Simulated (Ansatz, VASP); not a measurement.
# Lu: VASP beside Ansatz

```xyz
1
Lattice="0.0000 2.4234 2.4234 2.4234 0.0000 2.4234 2.4234 2.4234 0.0000" Properties=species:S:1:pos:R:3 pbc="T T T"
Lu    0.0000    0.0000    0.0000
```

Alike in both runs: task single point; functional PBE; k mesh 8 × 8 × 8; occupations gaussian, width 0.05 eV; no spin polarisation.

```csv
,VASP,Ansatz
version,VASP 6.6.1,Ansatz 0.2.0
potentials or method,"VASP PAW PBE potentials, release 64 (Lu)","scalar-relativistic, plane waves, PAW"
plane-wave cutoff (eV),520,420
valence electrons in the cell,25,25
```

|  | VASP | Ansatz | Ansatz less VASP |
| --- | --- | --- | --- |
| pressure (GPa) | 0.3 | 0.1 | -0.16 |

The functional is the same, so the differences come from potentials, cutoffs and numerics.

The runs have no spin-orbit coupling, so splittings on Lu are missing.
